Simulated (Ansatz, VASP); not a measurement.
# CuAu: VASP beside Ansatz

Contents of POSCAR:

```
CuAu
1.0
    2.8000000000      0.0000000000      0.0000000000
    0.0000000000      2.8000000000      0.0000000000
    0.0000000000      0.0000000000      3.6700000000
Cu Au
1 1
Direct
    0.5000000000      0.5000000000      0.5000000000
    0.0000000000      0.0000000000      0.0000000000
```

Contents of INCAR.step1:

```
SYSTEM = CuAu
  PREC = Accurate
  ENCUT = 520
  ISMEAR = 0
  SIGMA = 0.15
  LREAL = .FALSE.
  LASPH = .TRUE.
  NELM = 100
  NBANDS = 18
  GGA = PE
  ALGO = Normal
  EDIFF = 1E-4
  LWAVE = .TRUE.
  LCHARG = .FALSE.
```

Contents of INCAR.step2:

```
SYSTEM = CuAu
  PREC = Accurate
  ENCUT = 520
  EDIFF = 1E-7
  ISMEAR = 0
  SIGMA = 0.15
  LREAL = .FALSE.
  LASPH = .TRUE.
  NELM = 100
  ALGO = Normal
  ISIF = 2
  LWAVE = .FALSE.
  LCHARG = .FALSE.
  METAGGA = R2SCAN
  LMIXTAU = .TRUE.
  NBANDS = 18
  ISTART = 1
```

KPOINTS

```
Automatic mesh
0
G
  18 18 14
  0 0 0
```

Input for Ansatz:

```yaml
crystal:
  lattice:
    - [2.8, 0.0, 0.0]
    - [0.0, 2.8, 0.0]
    - [0.0, 0.0, 3.67]
  atoms:
    - { symbol: Cu, position: [0.5, 0.5, 0.5] }
    - { symbol: Au, position: [0.0, 0.0, 0.0] }
basis:
  ecutwfc: 500
kpoints:
  mp_grid: { grid: [18, 18, 14] }
hamiltonian:
  xc: r2scan
scf:
  occupations: { method: gaussian, width: 0.15 }
output:
  forces: true
  stress: true
  eigenvalues: true
```

Alike in both runs: task single point; functional r2SCAN; k mesh 18 × 18 × 14; occupations gaussian, width 0.15 eV; no spin polarisation.

```csv
,VASP,Ansatz
version,VASP 6.6.1,Ansatz 0.2.0
potentials or method,"VASP PAW PBE potentials, release 64 (Cu, Au)","scalar-relativistic, plane waves, PAW"
plane-wave cutoff (eV),520,500
valence electrons in the cell,22,38
```

```tsv
	VASP	Ansatz	Ansatz less VASP
gap on the k mesh at the Fermi level (eV)	none	none	-
pressure (GPa)	2.2	1.8	-0.43
largest component of the traceless stress (GPa)	0.88	0.95	+0.071
```

A gap of «none» marks a metal or a gap that the smearing closes. The functional is the same, so the differences come from potentials, cutoffs and numerics. The two sets of potentials don't hold the same shells in valence.

Caveats: the PAW data sets were made with another functional, which shifts forces and pressure a little (VASP). Spin-orbit coupling is left out, which matters for the levels of Au.
